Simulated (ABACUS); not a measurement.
Crystal: SnSe2.

```xyz
3
Lattice="3.8110 0.0000 0.0000 -1.9055 3.3004 0.0000 0.0000 0.0000 6.1360" Properties=species:S:1:pos:R:3 pbc="T T T"
Sn    0.0000    0.0000    0.0000
Se    1.9055    1.1001    4.6081
Se    0.0000    2.2003    1.5279
```

Base run:

| Quantity | Value |
| --- | --- |
| Program | ABACUS 3.10.1 |
| Functional | M06-L |
| Potentials or basis | SG15 ONCV 1.2 PBE |
| Cutoff | 1374 eV |
| Density cutoff | 5497 eV |
| Basis | plane waves |
| k mesh | 5 × 5 × 3 |
| Occupations | fermi-dirac, width 0.05 eV |
| Spin | no spin polarisation |

Its results: band gap on the k mesh 0.87 eV, indirect (least direct gap 1.33 eV); pressure 4.7 GPa; largest force 0.760 eV/Å.

**Question.** The run is repeated on the same cell with these changes: functional from M06-L to r2SCAN. What comes out?

**Answer.** Band gap on the k mesh 0.84 eV, indirect (least direct gap 1.19 eV); pressure 3.8 GPa; largest force 0.548 eV/Å.

Caveats: the potentials were made for another functional, which shifts forces and pressure; spin-orbit coupling is left out, which moves the levels of the heavy elements; an odd mesh through Γ misses points on the zone boundary, where band edges often lie.

Not every run made on this cell is shown here.
